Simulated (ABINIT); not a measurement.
# BaO (Fm-3m): G0W0 with ABINIT, start to end

Aim: the G0W0 gap of BaO (Fm-3m) on LDA, step by step.

Program: ABINIT 10.8.3. Level of theory: LDA and many-body steps on it, plane waves. Results are calculated unless marked as measured.

The database entry behind the starting cell differs from later determinations by our own check (about 0.7 % short), so it need not match the best structure at ambient conditions.

## 1. The structure

Symmetry: Fm-3m, No. 225, cubic system. The conventional cell has a = 5.500 Å, b = 5.500 Å, c = 5.500 Å, α = 90.00°, β = 90.00°, γ = 90.00°. Nearest to Ba lie 6 O at 2.75 Å. Nearest to O lie 6 Ba at 2.75 Å. Farther neighbours and most contacts between anions are not listed.

The cell and positions come from the Crystallography Open Database and are kept as given unless a step says otherwise. Spin-orbit coupling is left out unless a step names it.

## 2. Ground state

This step: ABINIT 10.8.3; DFT, LDA, plane waves, norm-conserving pseudopotentials.

The ground-state density comes first.

File run.abi:

```
acell 3*1.0 Angstrom
rprim 
  -0.000000000000 2.750000000000 2.750000000000
  2.750000000000 -0.000000000000 2.750000000000
  2.750000000000 2.750000000000 -0.000000000000
ntypat 2
znucl 56 8
natom 2
typat 1 2
xred 
  0.000000000000 0.000000000000 0.000000000000
  0.500000000000 0.500000000000 0.500000000000
pp_dirpath "pseudos"
pseudos "Ba.upf, O.upf"
ecut 36
ngkpt 6 6 6
nshiftk 1
shiftk 0 0 0
kptopt 1
chksymbreak 0
nband 13
occopt 1
tolvrs 1e-10
nstep 60
prtwf 0
optforces 0
optstress 0
indata_prefix "in"
outdata_prefix "out"
tmpdata_prefix "tmp"
```

Started as:

```bash
$ OMP_NUM_THREADS=1 mpirun -n 4 abinit run.abi > log
```

Numbers of over 12 decimals in the logs are rounded to 6 here.

The program printed:

```text
.Version 10.8.3 of ABINIT. v10.8.2 released Aug 2026.

 Symmetries : space group Fm -3 m (#225); Bravais cF (face-center cubic)
================================================================================
 Values of the parameters that define the memory need of the present run
     intxc =       0    ionmov =       0      iscf =       7    lmnmax =       6
     lnmax =       6     mgfft =      40  mpssoang =       3    mqgrid =    3001
     natom =       2  nloc_mem =       1    nspden =       1   nspinor =       1
    nsppol =       1      nsym =      48    n1xccc =    2501    ntypat =       2
    occopt =       1   xclevel =       1
-    mband =          13        mffmem =           1         mkmem =           4
       mpw =        2909          nfft =       64000          nkpt =          16
================================================================================
  Rough estimation (10% accuracy) of disk space for files :
================================================================================

--------------------------------------------------------------------------------
------------- Echo of variables that govern the present computation ------------
--------------------------------------------------------------------------------
 -outvars: echo values of preprocessed input variables --------
            acell      1.8897261259E+00  1.8897261259E+00  1.8897261259E+00 Bohr

      chksymbreak           0
             ecut      3.60000000E+01 Hartree
-          fftalg         312

              ixc       -1012
              kpt      0.00000000E+00  0.00000000E+00  0.00000000E+00
                       1.66666667E-01  0.00000000E+00  0.00000000E+00
                       3.33333333E-01  0.00000000E+00  0.00000000E+00
                       5.00000000E-01  0.00000000E+00  0.00000000E+00
                       1.66666667E-01  1.66666667E-01  0.00000000E+00
                       3.33333333E-01  1.66666667E-01  0.00000000E+00
                       5.00000000E-01  1.66666667E-01  0.00000000E+00
                      -3.33333333E-01  1.66666667E-01  0.00000000E+00
                      -1.66666667E-01  1.66666667E-01  0.00000000E+00
   [... 5 further rows ...]
                      -3.33333333E-01  3.33333333E-01  1.66666667E-01
                      -3.33333333E-01  5.00000000E-01  1.66666667E-01
         kptrlatt        6    0    0      0    6    0      0    0    6
          kptrlen      4.40958592E+01
P           mkmem           4
            natom           2
            nband          13
            ngfft          40      40      40
             nkpt          16
            nstep          60
             nsym          48
           ntypat           2
              occ      2.000000  2.000000  2.000000  2.000000  2.000000  2.000000
                       2.000000  2.000000  0.000000  0.000000  0.000000  0.000000
                       0.000000
        optforces           0
        optstress           0
            prtwf           0
            rprim     -0.0000000000E+00  2.7500000000E+00  2.7500000000E+00
[...]
spgroup         225

           tolvrs      1.00000000E-10

             xred      0.0000000000E+00  0.0000000000E+00  0.0000000000E+00
[...]
znucl       56.00000    8.00000

================================================================================

 chkinp: Checking input parameters for consistency.

================================================================================
== DATASET  1 ==================================================================
-   mpi_nproc: 4, omp_nthreads: 1 (-1 if OMP is not activated)

--- !DatasetInfo
iteration_state: {dtset: 1, }
dimensions: {natom: 2, nkpt: 16, mband: 13, nsppol: 1, nspinor: 1, nspden: 1, mpw: 2909, }
cutoff_energies: {ecut:  36.0, pawecutdg:  -1.0, }
electrons: {nelect:   1.60000000E+01, charge:   0.00000000E+00, occopt:   1.00000000E+00, tsmear:   1.00000000E-02, }

 Real(R)+Recip(G) space primitive vectors, cartesian coordinates (Bohr,Bohr^-1):
 R(1)=  0.0000000  5.1967468  5.1967468  G(1)= -0.0962140  0.0962140  0.0962140
 R(2)=  5.1967468  0.0000000  5.1967468  G(2)=  0.0962140 -0.0962140  0.0962140
 R(3)=  5.1967468  5.1967468  0.0000000  G(3)=  0.0962140  0.0962140 -0.0962140
 Unit cell volume ucvol=  2.8068854E+02 bohr^3
 Angles (23,13,12)=  6.00000000E+01  6.00000000E+01  6.00000000E+01 degrees

 getcut: wavevector=  0.0000  0.0000  0.0000  ngfft=  40  40  40
         ecut(hartree)=     36.000   => boxcut(ratio)=   2.01510

--- Pseudopotential description ------------------------------------------------
- Ba Generated using ONCVPSP code by D. R. Hamann
- 56.00000  10.00000  180309                  znucl, zion, pspdat
12 -1012 2 -1 1912                            pspcod,pspxc,lmax,lloc,mmax
     nproj     2     2     2
  pspatm : epsatm=   25.95172157
         --- l  ekb(1:nproj) -->
[...]
pspatm: atomic psp has been read  and splines computed

- O Generated using ONCVPSP code by D. R. Hamann
-  8.00000   6.00000  201201                  znucl, zion, pspdat
12 -1012 2 -1 926                             pspcod,pspxc,lmax,lloc,mmax
     nproj     2     2     1
  pspatm : epsatm=    6.27558587
         --- l  ekb(1:nproj) -->
[...]
1   -4.798959   -1.172522
             2   -1.033686
 pspatm: atomic psp has been read  and splines computed

   5.15636919E+02                                ecore*ucvol(ha*bohr**3)
--------------------------------------------------------------------------------

_setup2: Arith. and geom. avg. npw (full set) are    2900.005    2899.988

================================================================================

--- !BeginCycle
iteration_state: {dtset: 1, }
solver: {iscf: 7, nstep: 60, nline: 4, wfoptalg: 0, }
tolerances: {tolvrs: 1.00E-10, }

     iter   Etot(hartree)      deltaE(h)  residm     vres2
 ETOT  1  -44.552317118835    -4.455E+01 6.892E-02 1.083E+03
 ETOT  2  -43.871688508275     6.806E-01 6.182E-03 3.543E+03
 ETOT  3  -44.750051378876    -8.784E-01 1.753E-02 1.521E+02
 ETOT  4  -44.785994814306    -3.594E-02 3.965E-03 3.769E+00
 ETOT  5  -44.787074140366    -1.079E-03 2.748E-03 6.982E-02
 ETOT  6  -44.787072792815     1.348E-06 2.815E-03 7.621E-02
 ETOT  7  -44.787084689086    -1.190E-05 3.617E-04 5.049E-04
 ETOT  8  -44.787084863858    -1.748E-07 2.068E-04 1.613E-05
 ETOT  9  -44.787084870836    -6.978E-09 6.226E-05 8.412E-07
 ETOT 10  -44.787084870997    -1.615E-10 7.589E-05 1.443E-09
 ETOT 11  -44.787084870998    -6.395E-14 2.489E-05 3.318E-11

 At SCF step   11       vres2   =  3.32E-11 < tolvrs=  1.00E-10 =>converged.

--- !ResultsGS
iteration_state: {dtset: 1, }
comment   : Summary of ground state results
lattice_vectors:
- [ -0.0000000,   5.1967468,   5.1967468, ]
- [  5.1967468,  -0.0000000,   5.1967468, ]
- [  5.1967468,   5.1967468,  -0.0000000, ]
lattice_lengths: [   7.34931,    7.34931,    7.34931, ]
lattice_angles: [ 60.000,  60.000,  60.000, ] # degrees, (23, 13, 12)
lattice_volume:   2.8068854E+02
convergence: {deltae: -6.395E-14, res2:  3.318E-11, residm:  2.489E-05, diffor:  0.000E+00, }
etotal    :  -4.47870849E+01
entropy   :   0.00000000E+00
fermie    :   2.00147958E-01
cartesian_stress_tensor: null
pressure_GPa: null
xred      :
- [  0.0000E+00,   0.0000E+00,   0.0000E+00, Ba]
- [  5.0000E-01,   5.0000E-01,   5.0000E-01,  O]
cartesian_forces: null
force_length_stats: {min: null, max: null, mean: null, }

 Integrated electronic density in atomic spheres:
 ------------------------------------------------
 Atom  Sphere_radius  Integrated_density
    1        2.00000          5.29230545
    2        2.00000          6.04689360
================================================================================

 ----iterations are completed or convergence reached----

 Mean square residual over all n,k,spin=   13.592E-08; max=  24.892E-06
 reduced coordinates (array xred) for    2 atoms
       0.000000000000      0.000000000000      0.000000000000
       0.500000000000      0.500000000000      0.500000000000
 rms dE/dt=  0.0000E+00; max dE/dt=  0.0000E+00; dE/dt below (all hartree)
    1       0.000000000000      0.000000000000      0.000000000000
    2       0.000000000000      0.000000000000      0.000000000000

 cartesian coordinates (angstrom) at end:
    1      0.000000     0.000000     0.000000
    2      2.750000     2.750000     2.750000
 length scales=  1.889726125908  1.889726125908  1.889726125908 bohr
              =  1.000000000000  1.000000000000  1.000000000000 angstroms
 prteigrs : about to open file out_EIG
 Fermi (or HOMO) energy (hartree) =   0.20015   Average Vxc (hartree)=  -0.38291
 Eigenvalues (hartree) for nkpt=  16  k points:
 kpt#   1, nband= 13, wtk=  0.00463, kpt=  0.0000  0.0000  0.0000 (reduced coord)
  -0.74914   -0.34096   -0.17546   -0.17546   -0.17546    0.18349    0.18349    0.18349
   0.32599    0.37068    0.37068    0.37068    0.45780
 prteigrs : prtvol=0 or 1, do not print more k-points.

--- !EnergyTerms
iteration_state     : {dtset: 1, }
comment             : Components of total free energy in Hartree
kinetic             :  1.75390228265098E+01
hartree             :  7.07563962521190E+00
xc                  : -1.08359486468419E+01
Ewald energy        : -3.62875665574323E+01
psp_core            :  1.83704301511493E+00
local_psp           : -2.50300405908424E+01
non_local_psp       :  9.14765457282376E-01
total_energy        : -4.47870848709976E+01
total_energy_eV     : -1.21871866525625E+03
band_energy         : -2.36862249590979E+00

== END DATASET(S) ==============================================================
================================================================================

 -outvars: echo values of variables after computation  --------
           etotal     -4.4787084871E+01
            nband          13
             nkpt          16
          spgroup         225
 [... the other variables as echoed above ...]

 Calculation completed.
```

Wall time 7.9 s (4 MPI ranks of Arm Neoverse V1, shared host); peak memory 0.28 GiB; 31 s of CPU time.

Numbers from this step:

| Item | Value |
| --- | --- |
| total energy | -1218.7187 eV |
| gap | 1.801 eV |
| k of the valence top | 0.5, 0.5, 0 |
| k of the conduction bottom | 0.5, 0.5, 0 |
| least direct gap | 1.801 eV |

The gap is direct, at (0.500, 0.500, 0.000).

(Continued in part 2 of 3.)

[Paths, hosts, dates, memory and timing lines, banners, echoed tables and standing remarks are left out of the program output.]

[Logs are printed without paths, hosts, clocks, repeated set-up lines and the standing remarks that a program may print on its own settings, such as how far it seeks lower states.]

[Runs of the session that timed out or met a known fault of the program may be left out.]

[Hosts, paths, dates, database ids (printed as entryN), source tags and the programs' standing remarks are cut or masked in the printed files.]

[G0W0 gaps are taken among the corrected bands and points alone; a level outside them can change the order at an edge.]

[Where Ansatz stands beside ABINIT at settings called matched, ABINIT's density can come from a denser mesh and the files from another edition; pairs whose starting gaps differed by over 0.03 eV were left out, so agreement reads better than it is.]
